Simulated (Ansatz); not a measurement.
# GaN (P6_3mc) in Ansatz: a series of runs, part 2 of 2

Ansatz 0.2.0. Earlier steps stand in the parts before.

## 5. Relaxation of cell and atoms, PBEsol+D4

Contents of input.yaml:

```yaml
crystal:
  lattice:
    - [3.18, 0.0, 0.0]
    - [-1.59, 2.753960784, 0.0]
    - [0.0, 0.0, 5.166]
  atoms:
    - { symbol: Ga, position: [0.6666666667, 0.3333333333, 0.5] }
    - { symbol: Ga, position: [0.3333333333, 0.6666666667, 0.0] }
    - { symbol: "N", position: [0.6666666667, 0.3333333333, 0.875] }
    - { symbol: "N", position: [0.3333333333, 0.6666666667, 0.375] }
hamiltonian:
  xc: pbesol
  pseudopotentials: { kind: paw }
  dispersion: d4
kpoints:
  mp_grid: { grid: [10, 10, 5] }
scf:
  occupations: { method: fermi_dirac, width: 0.05 }
output:
  forces: true
  stress: true
relax:
  f_tol: 0.01
  max_steps: 40
  cell: { stress_tol: 0.05 }
```

Potentials or basis: Ansatz PAW.

Launch:

```bash
> ansatz run input.yaml --threads 2 --pin off --max-ram 5120MiB --backend cpu --events-out ev --progress --plain --runs-dir out
```

Log:

```text
Warning: RAYON_NUM_THREADS=2 ignored (pool sized by the plan → 2); use --threads N
Engine: ansatz 0.2.0, x86_64-unknown-linux-gnu
Pseudopotentials: kind: paw
Pseudopotential: Ga, paw, valence charge 13, recommended cutoff 420 eV (normal), Ga.paw.azcp
Pseudopotential: N, paw, valence charge 5, recommended cutoff 420 eV (normal), N.paw.azcp
Functional definition: PBEsol
  exchange = pbesol_x
  correlation = pbesol_c
Crystal: 4 atoms, lattice volume = 45.242 Å³
Basis set: ecut = 420 eV, 881 PW (Γ), exchange–correlation on 48×48×72 points (8 copies of the dense FFT grid, shifted against one another)
Bands: 22, of which v1, the nominal top of the filled ones, is band 18 counted from 1 (17 counted from 0)
Symmetry: 12 space group operations
Space group: P63mc (ITA 186), of the structure as read, at distance tolerance 3.6e-5 Å
k-points: 42 of 500 (time reversal used)
Non-local potential: Ga, projectors of the file, l = 0: 2, l = 1: 2, l = 2: 3, l = 3: 1
Non-local potential: N, projectors of the file, l = 0: 2, l = 1: 2, l = 2: 1
PAW form: soft (Blöchl's): semilocal exchange-correlation on the pseudo side does not see the compensation charge
PAW frozen core: Ga, regenerated for the run's functional, and the local potential with it (the file was generated under x = pbe(κ = 0.804, μ = 0.2195149727645171), c = pbe(β = 0.06672455060314922))
PAW frozen core: N, regenerated for the run's functional, and the local potential with it (the file was generated under x = pbe(κ = 0.804, μ = 0.2195149727645171), c = pbe(β = 0.06672455060314922))
PAW one-centre angular grid: Ga, 590 points (default); XC on 64 Gauss nodes
PAW one-centre angular grid: N, 110 points (default); XC on 64 Gauss nodes
Initial density: superposition of atomic densities (neutral atoms: chi_scale 0, normalization atom), corrected by the library's trained network
Initial wavefunctions: pseudopotential atomic-orbital guess
Functional: x = pbesol(κ = 0.804, μ = 0.12345679012345678), c = pbesol(β = 0.046)
SCF iter   1: F=—  HF=-8246.638663 eV  |F-HF|=—  |Δ(HF+E_count)|=         —  Δρ=1.27e-2  dr2=7.05e-2  ethr=1.77e-3  ⟨swp⟩=5.0  Hψ=3702  notcnv=0
[... 76 lines left out ...]
E sigma→0 (E₀):  -8246.623891 eV
Fermi energy:    10.917041 eV
--- Per-component energies (eV) ---
  E_band       = -4.782935
  E_kinetic    = 494.995702
  E_local      = -3870.578482  (includes V_loc(G=0)·N_el)
  E_nonlocal   = 951.180972
  E_hartree    = 1781.121044
  E_xc         = -255.968645
  E_vxc        = -268.493248  (∫ρ·V_xc dr)
  E_paw        = -4151.970777  (= ΣΔE_a)
  E_vpaw       = -874.129922  (= ΣTr[D̂ρ^β])
  E_aug_tail   = -0.000027  (compensation charges beyond the density's cutoff)
  E_ewald      = -3196.248132
  E_disp       = -0.937698  (pairwise vdW)
  E_core_change = 1.782153  (= ΣΔE_core)
  E_smearing   = -0.000000  (= −TS)
  E_closure    = -0.000000  (closes the sum)
  Σ components = -8246.623891   (vs F -8246.623891, Δ=0.00e0)
--- Forces (eV/Å), atoms counted from 1 ---
  atom   1  Ga     0.00000000    -0.00000000     0.00001501
  atom   2  Ga     0.00000000     0.00000000     0.00001501
  atom   3  N      0.00000000    -0.00000000    -0.00001449
  atom   4  N      0.00000000     0.00000000    -0.00001449
  max |Σ_I F_I| component: 1.04e-6 eV/Å
--- Stress (GPa, compression-positive) ---
       -0.002050      -0.000000       0.000000
       -0.000000      -0.002050       0.000000
        0.000000       0.000000      -0.000324
  P = ⅓ Tr σ = -0.0015 GPa (-0.015 kbar)
--- Relaxed structure (5 steps of the walk, 5 accepted, 2 SCFs on fresh bases) ---
  F+E_penalty+E_count = -8246.62389052 eV   max|allowed force component| = 1.475e-5 eV/Å   (the final SCF, on the basis selected at the relaxed cell)
  cell:  # Å, volume = 44.7176 Å³
    - [3.164740458636817, 2.8235823574170564e-19, -2.7927507490424327e-18]
    - [-1.5823702293184085, 2.740745633563899, 1.3963753745212156e-18]
    - [-4.536902631963407e-18, -1.3088495972879386e-35, 5.155508338767106]
  atoms:
    - { symbol: Ga, position: [0.6666666666666666, 0.3333333333333333, 0.4991963876904265] }
    - { symbol: Ga, position: [0.3333333333333333, 0.6666666666666666, -0.0008036123095734858] }
    - { symbol: N, position: [0.6666666666666666, 0.3333333333333333, 0.8758036123095734] }
    - { symbol: N, position: [0.3333333333333333, 0.6666666666666666, 0.37580361230957343] }
```

Wall time 62 s (2 threads of Intel Xeon at 2.50GHz (Skylake/Cascade Lake), shared host); peak memory 0.4 GiB.

Results:

```yaml
Free_energy: -8246.6239 eV
Relaxed_volume: 11.18 Å³/atom
Relaxed_cell: a = 3.165 Å, b = 3.165 Å, c = 5.156 Å, α = 90.00°, β = 90.00°, γ = 120.00°
Space_group_after_relaxing_to_0.05_Å: P6_3mc (No. 186)
Energy_gained_by_relaxing: 1.3 meV/atom
Ionic_steps: 7
Pressure_after_relaxing: 0.0 GPa
Band_gap_on_the_k_mesh: 1.99 eV
```

Step by step:
```csv
step,energy change (eV),largest force (eV/Å),volume (Å³)
1,0.0000,0.1338,45.24
2,-0.0050,0.0952,44.93
3,-0.0069,0.0329,44.70
4,-0.0070,0.0006,44.73
5,-0.0053,0.0006,44.73
6,-0.0054,0.0000,44.72
7,-0.0053,0.0000,44.72
```

Final structure:
```
Ga N
1.0
     3.16474    0.00000    0.00000
    -1.58237    2.74075    0.00000
     0.00000    0.00000    5.15551
Ga N
2 2
Direct
  0.66667 0.33333 0.49920
  0.33333 0.66667 0.99920
  0.66667 0.33333 0.87580
  0.33333 0.66667 0.37580
```

Caveat: odd divisions of the mesh miss points on the zone boundary, where band edges often lie, so the gap on the mesh can be too wide; the plane-wave basis is chosen anew once the cell has moved, so the energies of steps on either side of that aren't comparable; the pressure holds a Pulay correction of +0.5 GPa for the finite cutoff; the PAW data sets come from PBE, with cores solved anew for the run's functional, which leaves a small shift of forces and pressure. A k mesh can miss the band edges.

## 6. Relaxation of cell and atoms, rPW86-PBE+rVV10

input.yaml, as its differences from that of step 5:

```diff
@@ -11,5 +11,5 @@
 hamiltonian:
-  xc: pbesol
+  xc: { exchange: rpw86, correlation: pbe }
   pseudopotentials: { kind: paw }
-  dispersion: d4
+  dispersion: rvv10
 kpoints:
```

Potentials or basis: Ansatz PAW.

Launch:

```bash
> ansatz run input.yaml --threads 2 --pin off --max-ram 5120MiB --backend cpu --events-out ev --progress --plain --runs-dir out
```

Log:

```text
Warning: RAYON_NUM_THREADS=2 ignored (pool sized by the plan → 2); use --threads N
[... 4 set-up lines as earlier in the session ...]
Functional definition: unnamed
  exchange = rpw86_x
  correlation = pbe_c + rvv10(6.3, 0.0093)
Crystal: 4 atoms, lattice volume = 45.242 Å³
Basis set: ecut = 420 eV, 881 PW (Γ), exchange–correlation on 48×48×80 points (8 copies of the dense FFT grid, shifted against one another)
Bands: 22, of which v1, the nominal top of the filled ones, is band 18 counted from 1 (17 counted from 0)
[... 2 set-up lines as earlier in the session ...]
k-points: 42 of 500 (time reversal used)
[... 3 set-up lines as earlier in the session ...]
rVV10 density: all electrons in the spheres
[... 6 set-up lines as earlier in the session ...]
Functional: x = rpw86, c = pbe(β = 0.06672455060314922) + rvv10(b = 6.3, C = 0.0093)
SCF iter   1: F=—  HF=-8398.810533 eV  |F-HF|=—  |Δ(HF+E_count)|=         —  Δρ=1.32e-2  dr2=4.93e-2  ethr=1.77e-3  ⟨swp⟩=5.0  Hψ=3673  notcnv=0
[... 99 lines left out ...]
Fermi energy:    9.877869 eV
--- Per-component energies (eV) ---
  E_band       = -28.901379
  E_kinetic    = 492.738245
  E_local      = -3962.496544  (includes V_loc(G=0)·N_el)
  E_nonlocal   = 941.340058
  E_hartree    = 1821.186492
  E_xc         = -252.850903
  E_vxc        = -265.554916  (∫ρ·V_xc dr)
  E_paw        = -4309.670496  (= ΣΔE_a)
  E_vpaw       = -877.301167  (= ΣTr[D̂ρ^β])
  E_aug_tail   = -0.000076  (compensation charges beyond the density's cutoff)
  E_ewald      = -3127.186616
  E_core_change = -1.924387  (= ΣΔE_core)
  E_smearing   = -0.000000  (= −TS)
  E_closure    = -0.000000  (closes the sum)
  Σ components = -8398.864225   (vs F -8398.864225, Δ=0.00e0)
--- Forces (eV/Å), atoms counted from 1 ---
  atom   1  Ga    -0.00000000    -0.00000000     0.00018067
  atom   2  Ga     0.00000000     0.00000000     0.00018067
  atom   3  N     -0.00000000    -0.00000000    -0.00017314
  atom   4  N      0.00000000     0.00000000    -0.00017314
  max |Σ_I F_I| component: 1.51e-5 eV/Å
--- Stress (GPa, compression-positive) ---
        0.005939       0.000000       0.000000
        0.000000       0.005939       0.000000
        0.000000       0.000000       0.018513
  P = ⅓ Tr σ = 0.0101 GPa (0.101 kbar)
--- Relaxed structure (6 steps of the walk, 6 accepted, 2 SCFs on fresh bases) ---
  F+E_penalty+E_count = -8398.86422516 eV   max|allowed force component| = 1.769e-4 eV/Å   (the final SCF, on the basis selected at the relaxed cell)
  cell:  # Å, volume = 47.7483 Å³
    - [3.232776807831799, -9.76567120720071e-19, 1.5508124853022376e-17]
    - [-1.6163884039158996, 2.7996668403475025, -7.754062426511188e-18]
    - [2.5193387733086676e-17, -2.981268527155869e-35, 5.27564641752436]
  atoms:
    - { symbol: Ga, position: [0.6666666666666666, 0.3333333333333333, 0.4993597922632823] }
    - { symbol: Ga, position: [0.3333333333333333, 0.6666666666666666, -0.0006402077367175725] }
    - { symbol: N, position: [0.6666666666666666, 0.3333333333333333, 0.8756402077367176] }
    - { symbol: N, position: [0.3333333333333333, 0.6666666666666666, 0.3756402077367175] }
```

Wall time 63 s (2 threads of Intel Xeon at 2.50GHz (Skylake/Cascade Lake), shared host); peak memory 0.43 GiB.

What came out:

```
Free energy                            : -8398.8642 eV
Relaxed volume                         : 11.94 Å³/atom
Relaxed cell                           : a = 3.233 Å, b = 3.233 Å, c = 5.276 Å, α = 90.00°, β = 90.00°, γ = 120.00°
Space group after relaxing (to 0.05 Å) : P6_3mc (No. 186)
Energy gained by relaxing              : 19.5 meV/atom
Ionic steps                            : 8
Pressure after relaxing                : 0.0 GPa
Band gap on the k mesh                 : 1.51 eV
```

The path:
```
step  energy change (eV)  largest force (eV/Å)  volume (Å³)
   1              0.0000                0.1271        45.24
   2             -0.0584                0.0937        46.68
   3             -0.0675                0.0476        47.60
   4             -0.0675                0.0200        47.66
   5             -0.0675                0.0002        47.67
   6             -0.0778                0.0003        47.67
   7             -0.0777                0.0002        47.75
   8             -0.0778                0.0002        47.75
```

Final structure:
```
Ga N
1.0
     3.23278    0.00000    0.00000
    -1.61639    2.79967    0.00000
     0.00000    0.00000    5.27565
Ga N
2 2
Direct
  0.66667 0.33333 0.49936
  0.33333 0.66667 0.99936
  0.66667 0.33333 0.87564
  0.33333 0.66667 0.37564
```

Caveat: odd divisions of the mesh miss points on the zone boundary, where band edges often lie, so the gap on the mesh can be too wide; the plane-wave basis is chosen anew once the cell has moved, so the energies of steps on either side of that aren't comparable; the pressure holds a Pulay correction of +0.5 GPa for the finite cutoff; the PAW data sets come from PBE, with cores solved anew for the run's functional, which leaves a small shift of forces and pressure. Zero-point motion and thermal expansion aren't in these numbers.

## 7. Overview

```csv
level,k mesh,cutoff (eV),mesh quality,gap on the mesh (eV),pressure (GPa),relaxed volume (Å³/atom)
r2SCAN0,5 × 5 × 3,500,coarse,4.35,0.0,11.17
wPBEh,5 × 5 × 3,420,coarse,3.18,0.0,11.40
PBE,10 × 10 × 5,420,not flagged,1.71,0.0,11.76
PBEsol+D4,10 × 10 × 5,420,not flagged,1.99,0.0,11.18
rPW86-PBE+rVV10,10 × 10 × 5,420,not flagged,1.51,0.0,11.94
```

Alike in all rows: task relaxation of cell and atoms; potentials or basis Ansatz PAW; no spin polarisation; cell relaxed; smearing fermi-dirac 0.05 eV.

Caveats: some runs use coarse meshes; odd divisions of the mesh miss points on the zone boundary, where band edges often lie, so the gap on the mesh can be too wide; the plane-wave basis is chosen anew once the cell has moved, so the energies of steps on either side of that aren't comparable; the PAW data sets come from PBE, with cores solved anew for the run's functional, which leaves a small shift of forces and pressure (some runs).

Total energies depend on the potentials used, so only differences within one code and one set of settings carry meaning.
